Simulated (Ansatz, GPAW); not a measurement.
This is a calculation of ZrC for Ansatz 0.2.0. 

input.yaml

```yaml
crystal:
  lattice:
    - [0.0, 2.365, 2.365]
    - [2.365, 0.0, 2.365]
    - [2.365, 2.365, 0.0]
  atoms:
    - { symbol: Zr, position: [0.5, 0.5, 0.5] }
    - { symbol: C, position: [0.0, 0.0, 0.0] }
kpoints:
  mp_grid: { grid: [10, 10, 10] }
scf:
  occupations: { method: gaussian, width: 0.03 }
hamiltonian:
  xc: pbe
  pseudopotentials: { kind: all_electron, lapw: { basis_error: 0.001 } }
output:
  forces: true
  stress: true
  eigenvalues: true
```

Potentials or basis: all-electron LAPW, scalar-relativistic.

Launch:

```sh
$ ansatz run input.yaml --threads 1 --pin off --max-ram 3072MiB --backend cpu --events-out ev --progress --plain --runs-dir out
```

Question: Translate it to GPAW 26.7.0 (ASE script). Potentials or basis there: GPAW PAW data sets (gpaw-data 1.2.1), cutoff 800 eV.

Answer: As run (cutoffs and basis follow the program's own potentials, and thresholds, step limits or extra output files can differ):

File run.py:

```python
from ase.dft.bandgap import bandgap
from ase.io import read, write
from ase.units import Bohr, GPa
from gpaw import GPAW, PW
from gpaw.elf import elf_from_dft_calculation

atoms = read('ZrC.xyz')

calc = GPAW(mode=PW(800),
            xc='PBE',
            kpts={'size': (10, 10, 10), 'gamma': True},
            occupations={'name': 'methfessel-paxton', 'order': 0, 'width': 0.03},
            nbands=18,
            convergence={'density': 1e-05, 'energy': 1e-05},
            maxiter=150,
            txt='gpaw.txt')
atoms.calc = calc
energy = atoms.get_potential_energy()
forces = atoms.get_forces()
stress = atoms.get_stress()
calc.write('gs.gpw')
write('result.traj', atoms)
print(f'Energy: {energy:.6f} eV')
print('Forces (eV/A):')
print(forces.round(4))
print('Stress (GPa):', (stress / GPa).round(3))
print('Fermi level:', round(calc.get_fermi_level(), 4), 'eV')
print(f'Gap: {bandgap(calc)[0]:.4f} eV, direct: {bandgap(calc, direct=True)[0]:.4f} eV')

# fields on the real-space grid
write('density.cube', atoms, data=calc.get_pseudo_density() * Bohr**3)
write('potential.cube', atoms, data=calc.get_electrostatic_potential())
write('elf.cube', atoms, data=elf_from_dft_calculation(calc).data)
```

File ZrC.xyz:

```xyz
2
Lattice="0.0000000000 2.3650000000 2.3650000000 2.3650000000 0.0000000000 2.3650000000 2.3650000000 2.3650000000 0.0000000000" Properties=species:S:1:pos:R:3 pbc="T T T"
Zr     2.3650000000      2.3650000000      2.3650000000
C      0.0000000000      0.0000000000      0.0000000000
```

Potentials or basis: GPAW PAW data sets (gpaw-data 1.2.1), pw.

Command:

```bash
$ OMP_NUM_THREADS=1 python run.py
```

Both were run:

|  | Ansatz | GPAW |
| --- | --- | --- |
| Pressure | -2.9 GPa | -3.9 GPa |

Where Ansatz's input types no cutoff or centring, it takes its own default and a Γ-centred mesh.

Pressure is positive in compression.
